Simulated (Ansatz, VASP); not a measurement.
# Two plane-wave programs on SiC (Moissanite 3C)

```
Si C
1.0
     0.00000    2.18986    2.18986
     2.18986    0.00000    2.18986
     2.18986    2.18986    0.00000
Si C
1 1
Direct
  0.00000 0.00000 0.00000
  0.25000 0.25000 0.25000
```

Alike in both runs: task single point; functional r2SCAN; k mesh 10 × 10 × 10; occupations gaussian, width 0.05 eV; no spin polarisation.

|  | VASP | Ansatz |
| --- | --- | --- |
| version | VASP 6.6.1 | Ansatz 0.2.0 |
| potentials or method | VASP PAW PBE potentials, release 64 (Si, C) | scalar-relativistic, plane waves, PAW |
| plane-wave cutoff (eV) | 520 | 500 |
| valence electrons in the cell | 8 | 8 |

```csv
,VASP,Ansatz,Ansatz less VASP
gap on the k mesh at the Fermi level (eV),1.73,1.72,-0.011
least direct gap on the mesh (eV),5.04,5.03,-0.012
pressure (GPa),-3.7,-3.5,+0.16
```

Caveats: the PAW data sets were made with another functional, which shifts forces and pressure a little (VASP). r2SCAN opens gaps a little over a GGA but as a rule still falls short of measured ones. A k mesh can miss the band edges.
